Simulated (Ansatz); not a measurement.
# Lu in Ansatz: the effect of functional

Crystal: Lu.

```
Lu
1.0
     3.57181    0.00000    0.00000
    -1.78590    3.09327    0.00000
     0.00000    0.00000    5.65977
Lu
2
Direct
  0.66667 0.33333 0.75000
  0.33333 0.66667 0.25000
```

The cell isn't the ideal one: volume scaled by 1.06.

Alike in all runs:

* Program: Ansatz 0.2.0
* Task: single point
* Potentials or basis: Ansatz PAW
* k mesh: 9 × 9 × 5
* Occupations: fermi-dirac, width 0.05 eV
* Spin: no spin polarisation

```csv
functional,cutoff,pressure (GPa)
LDA,420 eV (not typed: the program's choice for these potentials),?
r2SCAN,500 eV (not typed: the program's choice for these potentials),-3.0
PBE,420 eV (not typed: the program's choice for these potentials),-2.9
```

Problem. What does the run with functional LDA give?

Solution. Pressure -7.3 GPa.

Caveats: the PAW data sets come from PBE, with cores solved anew for the run's functional, which leaves a small shift of forces and pressure (some runs).
